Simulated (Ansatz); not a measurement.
Born–Oppenheimer molecular dynamics of a periodic cell of 30 atoms, BaTiO$_{3}$ (surface BaTiO3(100)). It starts from a relaxed structure.

Level of theory: DFT PBEsol, scalar-relativistic, plane waves, PAW (Ansatz 0.2.0). Settings: PAW set soft_1, cutoff 420 eV, k mesh 2x1x1, fermi-dirac smearing 0.02 eV, no spin polarisation.

```yaml
ensemble: NVT, Nosé–Hoover chain
time_step: 1.5 fs
steps_asked: 60
set_temperature: 700 K
thermostat: time constant 100 fs, chain length 3
atoms_held: 1, 4, 7, 8, 10
seed: 890611
```

Frames 3 fs apart, positions in Å.

Velocities at 0 fs (Å/ps):

```
Ba 0.00 0.00 0.00
Ti -2.58 -1.64 0.41
O 0.96 7.61 -13.26
O 0.00 0.00 0.00
O -1.42 -0.89 -0.62
Ba 0.90 0.77 0.23
Ti 0.00 0.00 0.00
O 0.00 0.00 0.00
O 1.69 7.12 3.08
O 0.00 0.00 0.00
Ba 4.23 3.17 1.01
Ti 2.36 -4.88 0.51
O -6.36 -10.55 3.32
O -6.20 4.69 -2.91
O -1.15 -3.14 -4.29
Ba -2.88 -0.77 -0.98
Ti 2.85 3.79 -1.23
O 4.00 -1.82 6.94
O -5.28 12.32 -3.49
O -9.30 3.83 -7.83
Ba -1.23 0.34 -2.20
Ti -1.87 0.27 0.80
O 4.65 7.58 2.92
O -8.95 1.79 -5.41
O -6.93 -5.69 -0.70
Ba 0.28 -1.46 -1.98
Ti 3.61 -11.72 -1.40
O -11.99 4.03 5.12
O 10.78 3.23 -4.08
O 0.93 -3.10 -3.41
```

```xyz
30
Lattice="5.6540 0.0000 0.0000 0.0000 6.9539 0.0000 0.0000 0.0000 21.9632" Properties=species:S:1:pos:R:3 time_fs=0 energy_less_start_eV=0.000 T=700
Ba 0.000 0.000 1.000
Ti 2.827 0.974 2.607
O 4.288 0.020 3.305
O 2.827 0.095 1.027
O 1.366 0.020 3.305
Ba 0.000 2.296 4.402
Ti 0.000 3.388 1.000
O 1.390 2.413 1.802
O 2.827 2.310 4.264
O 4.264 2.413 1.802
Ba 2.827 4.578 2.767
Ti 0.000 5.838 4.461
O 1.385 4.677 4.863
O 5.654 4.746 2.052
O 4.269 4.677 4.863
Ba 2.827 0.014 5.993
Ti 5.654 1.130 7.873
O 1.482 0.114 8.333
O 0.000 -0.049 5.872
O 4.172 0.114 8.333
Ba 2.827 2.422 9.494
Ti 2.827 3.314 5.970
O 4.229 2.385 6.683
O 0.000 2.279 9.165
O 1.425 2.385 6.683
Ba 5.654 4.582 7.797
Ti 2.827 5.646 9.030
O 4.099 4.747 9.864
O 2.827 4.675 7.389
O 1.555 4.747 9.864
30
Lattice="5.6540 0.0000 0.0000 0.0000 6.9539 0.0000 0.0000 0.0000 21.9632" Properties=species:S:1:pos:R:3 time_fs=3 energy_less_start_eV=0.100 T=669
Ba 0.000 0.000 1.000
Ti 2.819 0.969 2.608
O 4.291 0.043 3.265
O 2.827 0.095 1.027
O 1.362 0.018 3.303
Ba 0.003 2.298 4.403
Ti 0.000 3.388 1.000
O 1.390 2.413 1.802
O 2.832 2.332 4.273
O 4.264 2.413 1.802
Ba 2.840 4.587 2.770
Ti 0.007 5.824 4.463
O 1.365 4.646 4.873
O 5.635 4.760 2.044
O 4.266 4.668 4.850
Ba 2.818 0.011 5.990
Ti 5.662 1.141 7.869
O 1.494 0.109 8.354
O -0.016 -0.012 5.861
O 4.144 0.126 8.310
Ba 2.823 2.423 9.487
Ti 2.821 3.315 5.972
O 4.243 2.408 6.692
O -0.027 2.284 9.149
O 1.404 2.368 6.681
Ba 5.655 4.578 7.791
Ti 2.838 5.611 9.025
O 4.064 4.759 9.880
O 2.859 4.684 7.377
O 1.557 4.738 9.854
30
Lattice="5.6540 0.0000 0.0000 0.0000 6.9539 0.0000 0.0000 0.0000 21.9632" Properties=species:S:1:pos:R:3 time_fs=6 energy_less_start_eV=0.358 T=590
Ba 0.000 0.000 1.000
Ti 2.812 0.965 2.609
O 4.294 0.064 3.228
O 2.827 0.095 1.027
O 1.358 0.014 3.302
Ba 0.005 2.300 4.403
Ti 0.000 3.388 1.000
O 1.390 2.413 1.802
O 2.837 2.352 4.282
O 4.264 2.413 1.802
Ba 2.852 4.596 2.773
Ti 0.014 5.810 4.465
O 1.347 4.616 4.883
O 5.617 4.773 2.035
O 4.263 4.660 4.837
Ba 2.810 0.009 5.987
Ti 5.671 1.151 7.865
O 1.503 0.105 8.374
O -0.031 0.022 5.848
O 4.118 0.138 8.286
Ba 2.820 2.424 9.481
Ti 2.816 3.315 5.975
O 4.255 2.431 6.700
O -0.053 2.291 9.134
O 1.385 2.353 6.679
Ba 5.656 4.574 7.785
Ti 2.848 5.578 9.020
O 4.034 4.768 9.897
O 2.891 4.692 7.363
O 1.557 4.727 9.844
30
Lattice="5.6540 0.0000 0.0000 0.0000 6.9539 0.0000 0.0000 0.0000 21.9632" Properties=species:S:1:pos:R:3 time_fs=9 energy_less_start_eV=0.663 T=497
Ba 0.000 0.000 1.000
Ti 2.804 0.961 2.608
O 4.300 0.083 3.195
O 2.827 0.095 1.027
O 1.354 0.009 3.303
Ba 0.008 2.302 4.404
Ti 0.000 3.388 1.000
O 1.390 2.413 1.802
O 2.841 2.371 4.291
O 4.264 2.413 1.802
Ba 2.865 4.606 2.775
Ti 0.020 5.798 4.467
O 1.328 4.589 4.894
O 5.599 4.784 2.027
O 4.261 4.655 4.825
Ba 2.801 0.007 5.984
Ti 5.679 1.160 7.861
O 1.509 0.103 8.392
O -0.046 0.050 5.832
O 4.096 0.150 8.263
Ba 2.816 2.425 9.474
Ti 2.811 3.315 5.977
O 4.265 2.454 6.707
O -0.079 2.300 9.123
O 1.370 2.338 6.678
Ba 5.657 4.569 7.779
Ti 2.856 5.550 9.014
O 4.014 4.771 9.920
O 2.920 4.698 7.348
O 1.554 4.714 9.834
30
Lattice="5.6540 0.0000 0.0000 0.0000 6.9539 0.0000 0.0000 0.0000 21.9632" Properties=species:S:1:pos:R:3 time_fs=12 energy_less_start_eV=0.912 T=420
Ba 0.000 0.000 1.000
Ti 2.797 0.958 2.607
O 4.306 0.098 3.166
O 2.827 0.095 1.027
O 1.350 0.002 3.305
Ba 0.010 2.304 4.404
Ti 0.000 3.388 1.000
O 1.390 2.413 1.802
O 2.845 2.388 4.298
O 4.264 2.413 1.802
Ba 2.877 4.615 2.778
Ti 0.025 5.787 4.470
O 1.311 4.565 4.905
O 5.582 4.792 2.019
O 4.260 4.653 4.813
Ba 2.793 0.005 5.982
Ti 5.686 1.166 7.856
O 1.510 0.104 8.409
O -0.060 0.071 5.813
O 4.078 0.162 8.239
Ba 2.812 2.425 9.468
Ti 2.807 3.313 5.980
O 4.270 2.476 6.712
O -0.104 2.311 9.114
O 1.358 2.327 6.677
Ba 5.657 4.566 7.774
Ti 2.861 5.527 9.006
O 4.007 4.768 9.949
O 2.947 4.700 7.330
O 1.546 4.698 9.824
30
Lattice="5.6540 0.0000 0.0000 0.0000 6.9539 0.0000 0.0000 0.0000 21.9632" Properties=species:S:1:pos:R:3 time_fs=15 energy_less_start_eV=1.087 T=366
Ba 0.000 0.000 1.000
Ti 2.791 0.956 2.603
O 4.314 0.109 3.145
O 2.827 0.095 1.027
O 1.347 -0.006 3.309
Ba 0.012 2.306 4.405
Ti 0.000 3.388 1.000
O 1.390 2.413 1.802
O 2.848 2.402 4.305
O 4.264 2.413 1.802
Ba 2.889 4.624 2.780
Ti 0.029 5.779 4.473
O 1.296 4.547 4.916
O 5.567 4.796 2.012
O 4.260 4.654 4.802
Ba 2.785 0.003 5.979
Ti 5.692 1.170 7.852
O 1.505 0.107 8.423
O -0.072 0.083 5.790
O 4.066 0.174 8.216
Ba 2.809 2.425 9.461
Ti 2.803 3.310 5.983
O 4.272 2.498 6.715
O -0.128 2.323 9.109
O 1.352 2.319 6.678
Ba 5.658 4.562 7.768
Ti 2.865 5.509 8.996
O 4.012 4.760 9.983
O 2.972 4.700 7.311
O 1.534 4.679 9.813
30
Lattice="5.6540 0.0000 0.0000 0.0000 6.9539 0.0000 0.0000 0.0000 21.9632" Properties=species:S:1:pos:R:3 time_fs=18 energy_less_start_eV=1.232 T=322
Ba 0.000 0.000 1.000
Ti 2.785 0.955 2.598
O 4.323 0.117 3.130
O 2.827 0.095 1.027
O 1.345 -0.017 3.315
Ba 0.014 2.308 4.405
Ti 0.000 3.388 1.000
O 1.390 2.413 1.802
O 2.851 2.412 4.310
O 4.264 2.413 1.802
Ba 2.901 4.633 2.782
Ti 0.032 5.773 4.476
O 1.282 4.534 4.928
O 5.552 4.796 2.005
O 4.262 4.660 4.791
Ba 2.777 0.001 5.977
Ti 5.697 1.172 7.847
O 1.495 0.111 8.435
O -0.083 0.087 5.765
O 4.059 0.185 8.194
Ba 2.805 2.424 9.455
Ti 2.801 3.306 5.985
O 4.269 2.518 6.715
O -0.150 2.336 9.107
O 1.351 2.313 6.679
Ba 5.659 4.558 7.763
Ti 2.866 5.497 8.987
O 4.025 4.748 10.019
O 2.992 4.698 7.293
O 1.521 4.660 9.800
```

Of the whole run (90 fs, mean temperature of the second half 381 K): The conserved energy stayed within 0.16 meV per atom of its start (net change 0.13 meV per atom), so the integration is sound. The mean temperature of the second half is 46 % below the set value. A run of 0.09 ps of so small a system gives no equilibrium averages. Limits of this set-up: coarse k mesh, thin slab, slab without dipole correction, PAW files made for another functional, a typed lattice constant that wasn't relaxed here.

Time of the run: 17 min on 2 threads of Arm Neoverse V1, on a shared host, peak memory 1.7 GiB.
